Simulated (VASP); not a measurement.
A run of VASP 6.6.1 is set up as follows.

The input INCAR:

```
SYSTEM = Zr3C2
PREC = Accurate
ENCUT = 520
EDIFF = 1E-6
ISMEAR = 0
SIGMA = 0.1
LREAL = .FALSE.
LASPH = .TRUE.
NELM = 60
ALGO = Normal
ISIF = 2
LWAVE = .FALSE.
LCHARG = .FALSE.
GGA = PE
NBANDS = 30
```

File KPOINTS:

```
Automatic mesh
0
G
  4 4 6
  0 0 0
```

POSCAR

```
Zr3C2
1.0
    4.4427503300      0.0000000000      0.0000000000
    0.0000000000      4.4427503300      0.0000000000
    0.0000000000      0.0000000000      3.4381901400
Zr C
3 2
Direct
    0.0000000000      0.5000000000      0.0000000000
    0.5000000000      0.0000000000      0.0000000000
    0.5000000000      0.5000000000      0.0000000000
    0.5000000000      0.5000000000      0.5000000000
    0.0000000000      0.0000000000      0.5000000000
```

Potentials or basis: VASP PAW PBE potentials, release 64 (Zr_sv, C).

Command:

```sh
$ cat potpaw_PBE.64/Zr_sv/POTCAR potpaw_PBE.64/C/POTCAR > POTCAR
$ mpirun -np 1 vasp_std > vasp.out
```

**Question.** Predict the pressure.

**Answer.** 69.1 GPa.

**Question.** Estimate the band gap on the k mesh.

**Answer.** None (metal or under the smearing width).

Stress tensor (GPa, compression positive):
```
68.99  0.00  0.00
 0.00 68.99  0.00
 0.00  0.00 69.27
```

Caveat: a pressure of tens of GPa on the cell as given is suspect, and the run, the potentials or the cell itself is likely at fault.
